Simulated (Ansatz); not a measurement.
Cu Kα1 powder pattern (kinematic, no thermal factors).
```csv
2θ (°),relative intensity
15.98,100
27.86,1
32.28,22
39.38,15
43.15,8
48.92,3
57.56,4
62.36,4
71.98,2
74.57,1
75.74,1
84.73,1
85.55,6
89.98,1
```

The pattern is computed from a structure relaxed with Ansatz 0.2.0, DFT PBE, scalar-relativistic, plane waves, PAW. No spin polarisation. Its elements are B, N.

Task: Give the structure.

Result: BN.
Space group P-6m2 (No. 187). a = 6.400 Å, b = 6.400 Å, c = 2.510 Å, α = 90.00°, β = 90.00°, γ = 120.00°
```
atom  site  symmetry       x       y       z
   B    3j       mm2  0.5336  0.0671  0.0000
   B    1d      -6m2  0.3333  0.6667  0.5000
   N    3k       mm2  0.4681  0.9362  0.5000
   N    1e      -6m2  0.6667  0.3333  0.0000
```

A pattern alone doesn't exclude other cells with like lines; this is the one computed.

Another cell of BN relaxed alike, in P2_1/m, lies 186 meV/atom lower, so this cell isn't the stable form at this level.

The structure comes from a generated guess; another structure or a mixture of phases may lie lower.
